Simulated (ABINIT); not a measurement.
# TiO2 (Anatase) (I4_1/amd) in ABINIT: single point with PBE

Aim: the single point of TiO2 (Anatase) with PBE.

Everything below comes from runs of ABINIT 10.8.3 (patched build). Logs are shortened: lines on timing, memory, paths and dates and some standing lists are left out, and cuts for length are marked. The log counts tension as positive stress, the text compression.

## (1) Starting point

Symmetry: I4_1/amd, No. 141, tetragonal system. The conventional cell has a = 3.784 Å, b = 3.784 Å, c = 9.515 Å, α = 90.00°, β = 90.00°, γ = 90.00°. Ti (site symmetry -4m2) is surrounded by 6 O at 1.93 to 1.98 Å. O (site symmetry 2mm) has 3 Ti at 1.93 to 1.98 Å as nearest neighbours.

## (2) Single point, PBE

The input, run.abi:

```
# Pseudopotentials
pp_dirpath "./"
pseudos "Ti.upf, O.upf"

# Structure
acell 3*1.0 Angstrom
rprim
    -1.8921000000     1.8921000000     4.7573000000
     1.8921000000    -1.8921000000     4.7573000000
     1.8921000000     1.8921000000    -4.7573000000
ntypat 2
znucl 22 8
natom 6
typat 1 1 2 2 2 2
xred
     0.7500000000     0.2500000000     0.5000000000
     0.0000000000     0.0000000000     0.0000000000
     0.7919000000     0.7919000000     0.0000000000
     0.5419000000     0.0419000000     0.5000000000
     0.9581000000     0.4581000000     0.5000000000
     0.2081000000     0.2081000000     0.0000000000

# Plane-wave basis
ecut 35.0

# k points
kptopt 1
ngkpt 8 8 8
nshiftk 1
shiftk 0.0 0.0 0.0

# Exchange and correlation
ixc 11

# Bands and occupations
nband 29
occopt 3
tsmear 0.00183747

# SCF cycle
nstep 100
tolvrs 1.0e-10

# Output
iomode 3
prtwf 0
prtden 0
prteig 0
prtebands 0
enunit 1
```

Potentials or basis: PseudoDojo NC SR PBE v0.4.1 standard.

Run with:

```bash
$ mpirun --bind-to none -np 4 abinit run.abi > log 2>&1
```

run.abo:

```text
.Version 10.8.3 of ABINIT
 Symmetries : space group I4_1/a m d (#141); Bravais tI (body-center tetrag.)
================================================================================
 Values of the parameters that define the memory need of the present run
     intxc =       0    ionmov =       0      iscf =       7    lmnmax =       6
     lnmax =       6     mgfft =      60  mpssoang =       3    mqgrid =    3001
     natom =       6  nloc_mem =       1    nspden =       1   nspinor =       1
    nsppol =       1      nsym =      16    n1xccc =    2501    ntypat =       2
    occopt =       3   xclevel =       2
       mpw =        4568          nfft =      216000          nkpt =          59
================================================================================
================================================================================

--------------------------------------------------------------------------------
------------- Echo of variables that govern the present computation ------------
--------------------------------------------------------------------------------
 -outvars: echo values of preprocessed input variables --------
            acell      1.8897261259E+00  1.8897261259E+00  1.8897261259E+00 Bohr
              amu      4.78800000E+01  1.59994000E+01
             ecut      3.50000000E+01 Hartree
           enunit           1
                       outvar_i_n : Printing only first  50 k-points.
              ixc          11
                       outvar_i_n : Printing only first  50 k-points.
         kptrlatt        8    0    0      0    8    0      0    0    8
          kptrlen      5.72088128E+01
            natom           6
            nband          29
            ngfft          60      60      60
             nkpt          59
            nstep         100
             nsym          16
           ntypat           2
                       prtocc : prtvol=0, do not print more k-points.
           occopt           3
           prtden           0
        prtebands           0
           prteig           0
            prtwf           0
            rprim     -1.8921000000E+00  1.8921000000E+00  4.7573000000E+00
                       1.8921000000E+00 -1.8921000000E+00  4.7573000000E+00
                       1.8921000000E+00  1.8921000000E+00 -4.7573000000E+00
          spgroup         141
           tolvrs      1.00000000E-10
           tsmear      1.83747000E-03 Hartree
            typat      1  1  2  2  2  2
                       outvars : Printing only first  50 k-points.
           xangst      1.1750094465E-16  1.8921000000E+00  2.3786500000E+00
                       0.0000000000E+00  0.0000000000E+00  0.0000000000E+00
                       7.8518526085E-17 -8.3253189295E-17  7.5346117400E+00
                      -2.4936590812E-17  1.8921000000E+00  3.9866174000E-01
                       1.1750094465E-16  1.8921000000E+00  4.3586382600E+00
                       2.0881547650E-17 -2.2125749461E-17  1.9799882600E+00
            xcart      2.2204460493E-16  3.5755508028E+00  4.4949970494E+00
[... 168 lines left out ...]
    6     -0.00000000000000     0.00000000000000     0.00161686599133
 frms,max,avg= 7.6219794E-04 1.6168660E-03   0.000E+00  0.000E+00  0.000E+00 h/b

 cartesian forces (eV/Angstrom) at end:
    1      0.00000000000000    -0.00000000000000    -0.00000000000000
    2      0.00000000000000    -0.00000000000000    -0.00000000000000
    3      0.00000000000000     0.00000000000000    -0.08314259216288
    4      0.00000000000000    -0.00000000000000    -0.08314259216288
    5     -0.00000000000000    -0.00000000000000     0.08314259216288
    6     -0.00000000000000     0.00000000000000     0.08314259216288
 frms,max,avg= 3.9193794E-02 8.3142592E-02   0.000E+00  0.000E+00  0.000E+00 e/A
 length scales=  1.889726125908  1.889726125908  1.889726125908 bohr
              =  1.000000000000  1.000000000000  1.000000000000 angstroms
 Fermi (or HOMO) energy (eV) =   5.25009   Average Vxc (eV)= -10.80609
 Eigenvalues (   eV  ) for nkpt=  59  k points:
 kpt#   1, nband= 29, wtk=  0.00195, kpt=  0.0000  0.0000  0.0000 (reduced coord)
 -52.20940  -52.14834  -28.70144  -28.46168  -28.46168  -28.38936  -28.38936  -28.30464
 -13.46998  -12.45392  -12.30787  -11.96934    0.19193    0.31082    0.31082    0.71606
   2.06291    2.06291    2.11016    3.36008    3.36387    3.36387    3.66395    3.66395
   6.28213    7.02811    8.15859    8.17822    8.18918
 prteigrs : prtvol=0 or 1, do not print more k-points.

--- !EnergyTerms
iteration_state     : {dtset: 1, }
comment             : Components of total free energy in Hartree
kinetic             :  9.01352829334744E+01
hartree             :  5.04225154499500E+01
xc                  : -3.41765975331305E+01
Ewald energy        : -1.22088434587365E+02
psp_core            :  5.65316920799711E+00
local_psp           : -1.66727758976180E+02
non_local_psp       : -8.43290634522410E+00
internal            : -1.85214729850478E+02
'-kT*entropy'       : -8.98318041976430E-13
total_energy        : -1.85214729850479E+02
total_energy_eV     : -5.03994955240640E+03
band_energy         : -2.23661636599601E+01
...

 Cartesian components of stress tensor (hartree/bohr^3)
  sigma(1 1)= -7.55052446E-05  sigma(3 2)=  0.00000000E+00
  sigma(2 2)= -7.55052446E-05  sigma(3 1)=  0.00000000E+00
  sigma(3 3)= -1.19126268E-04  sigma(2 1)=  0.00000000E+00

-Cartesian components of stress tensor (GPa)         [Pressure=  2.6492E+00 GPa]
- sigma(1 1)= -2.22144099E+00  sigma(3 2)=  0.00000000E+00
- sigma(2 2)= -2.22144099E+00  sigma(3 1)=  0.00000000E+00
- sigma(3 3)= -3.50481580E+00  sigma(2 1)=  0.00000000E+00

== END DATASET(S) ==============================================================
================================================================================

 -outvars: echo values of variables after computation  --------
            acell      1.8897261259E+00  1.8897261259E+00  1.8897261259E+00 Bohr
           etotal     -1.8521472985E+02
            fcart      4.0430215480E-20 -3.1849929474E-20 -4.2645901179E-29
                       4.0430215477E-20 -3.1849929243E-20 -4.1680664733E-29
                       1.9871516297E-19  5.6011588713E-19 -1.6168659913E-03
                       6.3239603196E-19 -3.0724585086E-19 -1.6168659913E-03
                      -3.6043602509E-19 -4.3271616992E-19  1.6168659913E-03
                      -5.5153560079E-19  2.4354599237E-19  1.6168659913E-03
            rprim     -1.8921000000E+00  1.8921000000E+00  4.7573000000E+00
                       1.8921000000E+00 -1.8921000000E+00  4.7573000000E+00
                       1.8921000000E+00  1.8921000000E+00 -4.7573000000E+00
           strten     -7.5505244605E-05 -7.5505244605E-05 -1.1912626768E-04
                       0.0000000000E+00  0.0000000000E+00  0.0000000000E+00
           xangst      1.1750094465E-16  1.8921000000E+00  2.3786500000E+00
                       0.0000000000E+00  0.0000000000E+00  0.0000000000E+00
                       7.8518526085E-17 -8.3253189295E-17  7.5346117400E+00
                      -2.4936590812E-17  1.8921000000E+00  3.9866174000E-01
                       1.1750094465E-16  1.8921000000E+00  4.3586382600E+00
                       2.0881547650E-17 -2.2125749461E-17  1.9799882600E+00
             xred      7.5000000000E-01  2.5000000000E-01  5.0000000000E-01
                       0.0000000000E+00  0.0000000000E+00  0.0000000000E+00
                       7.9190000000E-01  7.9190000000E-01 -1.2511662203E-18
                       5.4190000000E-01  4.1900000000E-02  5.0000000000E-01
                       9.5810000000E-01  4.5810000000E-01  5.0000000000E-01
                       2.0810000000E-01  2.0810000000E-01 -3.2878859761E-19
 Calculation completed.
```

Run time: 3.1 min. Hardware: 4 MPI ranks of Arm Neoverse V2, shared host; peak memory 0.6 GiB.

Results:

```
Free energy                                           : -5039.9496 eV
Largest force                                         : 0.083 eV/Å
Band gap on the k mesh                                : 2.19 eV, indirect (least direct gap 2.49 eV)
Valence electrons inside the program's atomic spheres : Ti 9.43; O 6.31
```

Forces on the atoms (eV/Å):
```
Ti   0.000  0.000  0.000
Ti   0.000  0.000  0.000
O    0.000  0.000 -0.083
O    0.000  0.000 -0.083
O    0.000  0.000  0.083
O    0.000  0.000  0.083
```

Caveat: the cutoff is too short for stress, so the log's stress isn't used. PBE gaps usually lie below the measured ones, often by a third to a half.
